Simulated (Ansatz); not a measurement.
An input for Ansatz 0.2.0 (TiO2 (P2_1/c)):

```yaml
crystal:
  lattice:
    - [4.8126997814, 0.0, 0.0]
    - [0.0, 4.87188446, 0.0]
    - [-0.8628854487, 0.0, 4.9665942755]
  atoms:
    - { symbol: Ti, position: [0.27743526, 0.44719164, 0.71314827] }
    - { symbol: Ti, position: [0.72256474, 0.94719164, 0.78685173] }
    - { symbol: Ti, position: [0.72256474, 0.55280836, 0.28685173] }
    - { symbol: Ti, position: [0.27743526, 0.05280836, 0.21314827] }
    - { symbol: O, position: [0.44536099, 0.74236826, 0.96677186] }
    - { symbol: O, position: [0.55463901, 0.24236826, 0.53322814] }
    - { symbol: O, position: [0.55463901, 0.25763174, 0.03322814] }
    - { symbol: O, position: [0.44536099, 0.75763174, 0.46677186] }
    - { symbol: O, position: [0.06383822, 0.32303448, 0.35155674] }
    - { symbol: O, position: [0.93616178, 0.82303448, 0.14844326] }
    - { symbol: O, position: [0.93616178, 0.67696552, 0.64844326] }
    - { symbol: O, position: [0.06383822, 0.17696552, 0.85155674] }
kpoints:
  mp_grid: { grid: [2, 2, 2] }
hamiltonian:
  xc: lda
  pseudopotentials: { kind: paw, azcp: { folder: soft_1 }, xc_functional: pbe }
scf:
  occupations: { method: fixed }
gw:
  n_empty_bands: 264
  ecut_chi: 300
  qp_bands: [v4, c4]
  qp_kpoints: band_edges
  screening: { model: contour_deformation }
```

```sh
ansatz run input.yaml --threads 2 --pin off --max-ram 92160MiB --backend cuda --events-out ev --progress --plain --runs-dir out --devices 1 --max-vram 13GiB
```

How long will it take on 1 × NVIDIA H100 80GB HBM3 (shared by 6 runs) with 2 threads of AMD EPYC 7R13 (Zen 3), shared host, and how much memory?

It took 18 s; on shared hardware allow 8.9 s to 36 s. Peak host memory was 3.0 GiB. The sizes that set the cost: 2283 plane waves a state, 8 irreducible k points, 312 bands summed, 1381 plane waves in the screening and 10 SCF cycles.

The screening grows as filled bands × empty bands × pairs of k points, times the square of the screening basis for the matrix.

[Paths, hosts, dates, memory and timing lines, banners, echoed tables and standing remarks are left out of the program output.]

[Logs are printed without paths, hosts, clocks, repeated set-up lines and the standing remarks that a program may print on its own settings, such as how far it seeks lower states.]

[Runs of the session that timed out or met a known fault of the program may be left out.]

[Cells called generated may have been cut or substituted from an entry of the Crystallography Open Database or the Materials Project.]

[Hosts, paths, dates, database ids (printed as entryN), source tags and the programs' standing remarks are cut or masked in the printed files.]
